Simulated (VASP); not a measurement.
PbO, 4 atoms in the cell. Symmetry: P4/nmm, No. 129, tetragonal system. The conventional cell has a = 4.036 Å, b = 4.036 Å, c = 4.965 Å, α = 90.00°, β = 90.00°, γ = 90.00°. Pb (site symmetry 4mm) has 4 O at 2.34 Å as nearest neighbours. O (site symmetry -4m2) has 4 Pb at 2.34 Å as nearest neighbours. 

- Program: VASP 6.6.1
- Task: relaxation of cell and atoms
- Functional: PBE
- Dispersion: D3(BJ)
- Potentials or basis: VASP PAW PBE potentials, release 64 (Pb_d, O)
- Cutoff: 520 eV
- k mesh: 12 × 12 × 10
- Occupations: gaussian, width 0.02 eV
- Spin: no spin polarisation
- Further INCAR settings: ALGO = Fast; EDIFF = 1e-07; IBRION = 2; EDIFFG = -0.002; NSW = 80; ISIF = 3

Potentials or basis: VASP PAW PBE potentials, release 64 (Pb_d, O).

Command:

```bash
$ cat potpaw_PBE.64/Pb_d/POTCAR potpaw_PBE.64/O/POTCAR > POTCAR
$ mpirun -np 1 vasp_std > vasp.out
```

Hardware: 1 thread of Intel(R) Xeon(R) 6975P-C (Granite Rapids), on a shared host.

Task: How long does it take, and how much memory?

Result: Wall time 4.5 min on 1 thread of Intel(R) Xeon(R) 6975P-C (Granite Rapids) (shared host), peak memory 0.41 GiB. Counts: scf iterations 32, k points 168, ion steps 4.
